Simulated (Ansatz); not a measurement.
# InP: stiffness from strained cells, part 3 of 3

How stiff is the crystal, and how unevenly? Runs: cell and atoms relaxed (PAW); reference run (PAW and LAPW).

Ansatz 0.2.0; DFT PBEsol. The steps go on from the part before.

**4. Reference run, LAPW**

The COD entry's cell or inner coordinates are ideal or old and differ from later refinements, so a difference from it is no clean test against experiment.

File input.yaml:

```yaml
crystal:
  lattice:
    - [0.0, 2.93932870906, 2.93932870906]
    - [2.93932870906, 0.0, 2.93932870906]
    - [2.93932870906, 2.93932870906, 0.0]
  atoms:
    - { symbol: In, position: [0.0, 0.0, 0.0] }
    - { symbol: P, position: [0.75, 0.75, 0.75] }
kpoints:
  mp_grid: { grid: [8, 8, 8] }
scf:
  occupations: { method: fixed }
hamiltonian:
  xc: pbesol
  pseudopotentials: { kind: all_electron, lapw: { basis_error: 0.001 } }
elastic:
  mode: relaxed_ion
  stencil: four_point
  amplitude: 0.005
```

Run with:

```console
ansatz run input.yaml --threads 1 --pin off --max-ram 2560MiB --backend cpu --events-out ev --progress --plain --runs-dir out
```

What it wrote:

```text
LAPW: plane waves up to 8.312 Å⁻¹, error target 1.0e-3 eV per atom; small_component_spin mean_spin; P in spheres of 1.079 Å, 13 of its electrons in bands, Dirac shells []; In in spheres of 1.390 Å, 21 of its electrons in bands, Dirac shells [] (how accurate: hamiltonian.pseudopotentials.lapw.basis_error, Limitations)
Engine: ansatz 0.2.0
Pseudopotentials: kind: all_electron
Pseudopotential: In, LAPW, valence charge 21, lapw/all_electron/scalar/gaussian/In, Koelling and Harmon's equation, gaussian nucleus
Pseudopotential: P, LAPW, valence charge 13, lapw/all_electron/scalar/gaussian/P, Koelling and Harmon's equation, gaussian nucleus
Functional definition: PBEsol
  exchange = pbesol_x
  correlation = pbesol_c
davidson cushion auto → on  (no smearing: the cushion is to keep the highest requested band from converging to the state above it; pin scf.eigensolver.cushion to override)
Crystal: 2 atoms, lattice volume = 50.790 Å³
Basis set: ecut = 263.25973068712693 eV, 531 PW (Γ), exchange–correlation at level 2
Bands: 21, of which v1, the nominal top of the filled ones, is band 17 counted from 1 (16 counted from 0)
Symmetry: 24 space group operations
Space group: F-43m (ITA 216), of the structure as read, at distance tolerance 3.7e-5 Å
k-points: 29 of 512 (time reversal used)
Non-local potential: In, projectors of the file, none
Non-local potential: P, projectors of the file, none
Initial density: superposition of atomic densities (chi_scale 0.1, normalization cell, long waves kept (reshape's long-wave potential 0.00 eV rms))
Initial wavefunctions: plane waves of lowest kinetic energy (no species holds an atomic orbital)
Functional: x = pbesol(κ = 0.804, μ = 0.12345679012345678), c = pbesol(β = 0.046)
iter 1 solved again at ethr=3.35e-3 eV; its pass at ethr=1.00e-1 eV (dr2=1.14e0 eV) is discarded
SCF iter   1: F=—  HF=-169267.726179 eV  |F-HF|=—  |Δ(HF+E_count)|=         —  Δρ=3.51e-2  dr2=1.14e0  ethr=3.35e-3  ⟨swp⟩=2.0  Hψ=4090  notcnv=0
preconditioner: auto → none  [insulator: Δε(μ)=0.987 eV  Ē_g=14.158 eV  n_scr=14 (ndim 8)  ℏωp=22.1 eV  f_vac=0.043  ε∞_Penn≈3.4]
iter 2 solved again at ethr=1.98e-4 eV; its pass at ethr=3.35e-3 eV (dr2=6.73e-2 eV) is discarded
SCF iter   2: F=—  HF=-169267.357778 eV  |F-HF|=—  |Δ(HF+E_count)|=   3.68e-1  Δρ=1.23e-2  dr2=6.73e-2  ethr=1.98e-4  ⟨swp⟩=2.0  Hψ=3319  notcnv=0
SCF iter   3: F=—  HF=-169267.326622 eV  |F-HF|=—  |Δ(HF+E_count)|=   3.12e-2  Δρ=5.97e-3  dr2=1.41e-2  ethr=1.98e-4  ⟨swp⟩=2.8  Hψ=1816  notcnv=0
SCF iter   4: F=—  HF=-169267.324635 eV  |F-HF|=—  |Δ(HF+E_count)|=         —  Δρ=1.19e-3  dr2=7.25e-4  ethr=4.13e-5  ⟨swp⟩=2.2  Hψ=1795  notcnv=0
the basis was enlarged: its passes take 170.1 KiB over the memory plan, 1 of 1 planned eigensolver slots
SCF iter   5: F=—  HF=-169267.324171 eV  |F-HF|=—  |Δ(HF+E_count)|=   4.64e-4  Δρ=1.52e-4  dr2=9.64e-6  ethr=2.13e-6  ⟨swp⟩=2.9  Hψ=1834  notcnv=0
SCF iter   6: F=—  HF=-169267.324181 eV  |F-HF|=—  |Δ(HF+E_count)|=   1.01e-5  Δρ=2.98e-5  dr2=3.62e-7  ethr=2.83e-8  ⟨swp⟩=3.2  Hψ=2008  notcnv=0
SCF iter   7: F=—  HF=-169267.324182 eV  |F-HF|=—  |Δ(HF+E_count)|=   6.31e-7  Δρ=2.78e-6  dr2=4.03e-9  ethr=1.06e-9  ⟨swp⟩=3.7  Hψ=2045  notcnv=0
SCF iter   8: F=—  HF=-169267.324182 eV  |F-HF|=—  |Δ(HF+E_count)|=   6.34e-9  Δρ=3.42e-7  dr2=4.80e-11  ethr=1.19e-11  ⟨swp⟩=3.6  Hψ=2042  notcnv=0
SCF iter   9: F=—  HF=-169267.324182 eV  |F-HF|=—  |Δ(HF+E_count)|=  5.82e-11  Δρ=3.72e-8  dr2=9.76e-13  ethr=2.36e-12 (applied; sched 1.00e-12)  ⟨swp⟩=3.0  Hψ=1879  notcnv=0
SCF iter  10: F=-169267.324182 eV  HF=-169267.324182 eV  |F-HF|=0.00e0  |Δ(HF+E_count)|=  1.16e-10  Δρ=3.48e-9  dr2=5.21e-15  ethr=2.18e-12 (applied; sched 1.00e-12)  ⟨swp⟩=2.0  Hψ=1789  notcnv=0
SCF 1 converged in 10 iterations: F = -169267.324182 eV  dr2 = 5.21e-15
[... 2 lines left out ...]
Symmetry: 8 space group operations
k-points: 59 of 512 (time reversal used)
[... 13 lines left out ...]
SCF 2 converged in 8 iterations: F = -169267.322718 eV  dr2 = 1.58e-14
[... 13 lines left out ...]
SCF 3 converged in 8 iterations: F = -169267.323829 eV  dr2 = 2.98e-15
[... 13 lines left out ...]
SCF 4 converged in 8 iterations: F = -169267.323783 eV  dr2 = 6.56e-15
[... 13 lines left out ...]
SCF 5 converged in 8 iterations: F = -169267.322641 eV  dr2 = 3.02e-14
[... 2 lines left out ...]
Symmetry: 4 space group operations
k-points: 95 of 512 (time reversal used)
[... 10 lines left out ...]
[... 67 lines left out ...]
[... 10 lines left out ...]
SCF 13 converged in 9 iterations: F = -169267.323912 eV  dr2 = 2.60e-15
relax step   1: F+E_penalty+E_count = -169267.32391168 eV  Δ(F+E_penalty+E_count) = +0.000e0 eV  max|allowed force component| = 3.941e-2 eV/Å  Δτ_max = 0.0000 Å  (9 SCF iters, accepted)
[... from here on, the SCF cycles and remarks between the steps are left out, and one step in 2 is shown ...]
relax step   2: F+E_penalty+E_count = -169267.32401044 eV  Δ(F+E_penalty+E_count) = -9.875e-5 eV  max|allowed force component| = 2.314e-7 eV/Å  Δτ_max = 0.0025 Å  (7 SCF iters, accepted)
relax step   2: F+E_penalty+E_count = -169267.32349669 eV  Δ(F+E_penalty+E_count) = -3.951e-4 eV  max|allowed force component| = 1.820e-5 eV/Å  Δτ_max = 0.0050 Å  (8 SCF iters, accepted)
[... 3 lines left out ...]
SCF 18 converged in 2 iterations: F = -169267.323497 eV  dr2 = 7.91e-16
SCF converged after 10 iterations
Free energy (F): -169267.324182 eV
Harris-Foulkes:  -169267.324182 eV  (|F-HF|=0.00e0)
Internal energy: -169267.324182 eV  (E = F + TS)
E sigma→0 (E₀):  -169267.324182 eV
Fermi energy:    8.865883 eV
--- Per-component energies (eV) ---
  E_band       = -1588.350908
  E_kinetic    = 177222.282091
  E_xc         = -4895.141230
  E_electrostatic = -341594.465043  (all electrons and nuclei)
  E_smearing   = -0.000000  (= −TS)
  E_closure    = 0.000000  (closes the sum)
  E_atoms      = -169258.199424  (free atoms, spherical and without spin; not in F)
  Σ components = -169267.324182   (vs F -169267.324182, Δ=0.00e0)
  Basis errors (estimates in eV, not in F): energy 4.4e-4 per atom: plane waves 4.0e-4 (2.4e-4 summed), levels above the bands 0.0e0, relativity 1.3e-8, radial functions 4.3e-5, core shells 1.7e-7; eigenvalues (radial functions only) 5.5e-7; not estimated: angular momenta, meshes, grids; target (lapw.basis_error) 1.0e-3; muffin-tin radii P 1.079 Å, In 1.390 Å
--- Forces (eV/Å), atoms counted from 1 ---
  atom   1  In     0.00000000    -0.00000000    -0.00000000
  atom   2  P     -0.00000000     0.00000000     0.00000000
  max |Σ_I F_I| component: 3.24e-17 eV/Å
--- Stress (GPa, compression-positive) ---
       -0.015462       0.000000      -0.000000
        0.000000      -0.015462       0.000000
       -0.000000       0.000000      -0.015462
  P = ⅓ Tr σ = -0.0155 GPa (-0.155 kbar)
--- Band table (eV; the first three rows and the last of 29) ---
  k-point 0: bands = ["-158.4148", "-109.1532", "-109.1532", "-109.1532", "-105.9276", "-64.4550", "-64.4550", "-64.4550", "-5.2763", "-5.2763", "-5.2763", "-5.1254", "-5.1254", "-2.6176", "8.8659", "8.8659", "8.8659", "9.4323", "12.8793", "12.8793", "12.8793"]
  k-point 1: bands = ["-158.4148", "-109.1532", "-109.1532", "-109.1532", "-105.9276", "-64.4550", "-64.4550", "-64.4550", "-5.2949", "-5.2690", "-5.2690", "-5.1253", "-5.1253", "-2.4401", "7.2910", "8.6792", "8.6792", "10.4107", "13.0141", "13.1564", "13.1564"]
  k-point 2: bands = ["-158.4148", "-109.1532", "-109.1532", "-109.1532", "-105.9276", "-64.4551", "-64.4550", "-64.4550", "-5.3375", "-5.2533", "-5.2533", "-5.1228", "-5.1228", "-1.9440", "5.3988", "8.3081", "8.3081", "10.5459", "13.5786", "13.5786", "14.0643"]
  k-point 28: bands = ["-158.4148", "-109.1532", "-109.1532", "-109.1532", "-105.9276", "-64.4551", "-64.4551", "-64.4550", "-5.4253", "-5.2176", "-5.1816", "-5.1461", "-5.1106", "-0.1668", "3.2443", "5.9044", "5.9434", "13.0594", "13.1690", "14.3154", "14.9403"]
--- Elastic constants: 2 strain directions × 4 members + reference (group order 24) ---
  dense FFT box of the reference and of every strained cell: 24×24×24
  strains applied: 11, 23; error gains: componentwise 1.00 (the most a stress slope's error grows in a printed constant), spectral 1.73 (1 for all six strains in a standard setting)
  C = ∂σ_k/∂η_j (tension-positive GPa; Voigt order 11 22 33 23 13 12):
        94.783     52.699     52.699     -0.000     -0.000     -0.000
        52.699     94.783     52.699      0.000      0.000      0.000
        52.699     52.699     94.783      0.000      0.000      0.000
        -0.000     -0.000     -0.000     43.222      0.000      0.000
        -0.000     -0.000      0.000     -0.000     43.222      0.000
         0.000     -0.000     -0.000      0.000      0.000     43.222
  reference stress σ⁰ (GPa):      0.015      0.015      0.015     -0.000      0.000     -0.000
  no Pulay correction (none for the plane-wave cutoff is built on LAPW): the batch's stresses and constants are at fixed plane waves
  C* (energy form; C + prestress term) asymmetry max|C*_kj − C*_jk| = 2.132e-14 GPa — a small one proves nothing (zero by symmetry where the batch's group is 432, −43m or m−3m); a large one is finite-difference/SCF noise where every solve meets its electron count
  moduli (Voigt/Reuss/Hill, GPa): K = 66.73/66.73/66.73   G = 34.35/30.40/32.38   E = 83.61   ν = 0.291
  mechanically stable: yes (min eigenvalue of sym C = 42.08 GPa)
  where every solve meets its electron count the energy-path curvature estimates C_jj along a normal strain and C_jj − ¼(σ⁰_aa + σ⁰_bb) along a shear (ab), closely only under elastic.basis: deformed
  strain η (Voigt 11):  stress-route row diagonal C_11 = 94.78 GPa, energy-path curvature d²(F+E_count)/dδ²/Ω₀ = 94.78 GPa
    cells at ±δ against ±2δ: C21 52.71 and 52.73 GPa, apart by 0.02 % of the column's largest entry
         δ    σ_11 (GPa)             F (eV)   n_scf  n_hpsi   n_pw
    -1.000e-2      -0.9422     -169267.3227178       8   41025    531   relax 0 steps, max|allowed force component| 2.78e-17 eV/Å
    -5.000e-3      -0.4609     -169267.3238292       8   41214    531   relax 0 steps, max|allowed force component| 4.86e-17 eV/Å
     5.000e-3       0.4869     -169267.3237830       8   41106    531   relax 0 steps, max|allowed force component| 4.86e-17 eV/Å
     1.000e-2       0.9532     -169267.3226411       8   41036    531   relax 0 steps, max|allowed force component| 4.86e-17 eV/Å
  strain η (Voigt 23):  stress-route row diagonal C_44 = 43.22 GPa, energy-path curvature d²(F+E_count)/dδ²/Ω₀ = 43.22 GPa
    cells at ±δ against ±2δ: C44 43.22 and 43.22 GPa, apart by 0.00 % of the column's largest entry
         δ    σ_23 (GPa)             F (eV)   n_scf  n_hpsi   n_pw
    -1.000e-2      -0.4322     -169267.3234967       2   14763    531   relax 3 steps, max|allowed force component| 4.02e-7 eV/Å
    -5.000e-3      -0.2161     -169267.3240104       2   14767    531   relax 2 steps, max|allowed force component| 1.98e-6 eV/Å
     5.000e-3       0.2161     -169267.3240104       2   14761    531   relax 2 steps, max|allowed force component| 2.31e-7 eV/Å
     1.000e-2       0.4322     -169267.3234967       2   14764    531   relax 2 steps, max|allowed force component| 1.82e-5 eV/Å
```

Run time: 7.5 min. Hardware: 1 thread of Arm Neoverse V1, shared host; peak memory 0.47 GiB.

C in GPa (Voigt order xx, yy, zz, yz, xz, xy):

```
94.8 52.7 52.7  0.0  0.0  0.0
52.7 94.8 52.7  0.0  0.0  0.0
52.7 52.7 94.8  0.0  0.0  0.0
 0.0  0.0  0.0 43.2  0.0  0.0
 0.0  0.0  0.0  0.0 43.2  0.0
 0.0  0.0  0.0  0.0  0.0 43.2
```

**5. All runs together**

```
               run   C11   C12   C44     K     G     E  Poisson ratio
 ions relaxed, PAW  94.8  52.8  43.2  66.8  32.3  83.5          0.292
ions relaxed, LAPW  94.8  52.7  43.2  66.7  32.4  83.6          0.291
```

Constants and moduli in GPa; K, G and E are Hill averages.

**6. What came out**

This closing draws on all 3 parts.

| quantity | value |
| --- | --- |
| C11 (PAW) | 95 GPa |
| C12 (PAW) | 53 GPa |
| C44 (PAW) | 43 GPa |
| bulk, shear and Young's modulus | 67, 32, 84 GPa |
| Debye temperature from sound speeds | 292 K |
| universal anisotropy index | 0.65 |

All eigenvalues are positive, so the crystal is mechanically stable; by PAW K = 67 and G = 32 GPa, K/G = 2.07, on the ductile side of Pugh's rough line at 1.75, which was drawn for metals. Young's modulus runs from 57 to 107 GPa with direction. Against the measured bulk modulus of InP, 71 GPa (a printed reference work, data compilation), the calculated 67 GPa is off by -5.9 %. The calculation is for a static lattice at 0 K; heat and zero-point motion mostly soften a crystal. Cautions: frozen-core PAW files fitted under PBE, their cores solved anew for the functional of the run; constants at zero field, no piezoelectric stiffening.
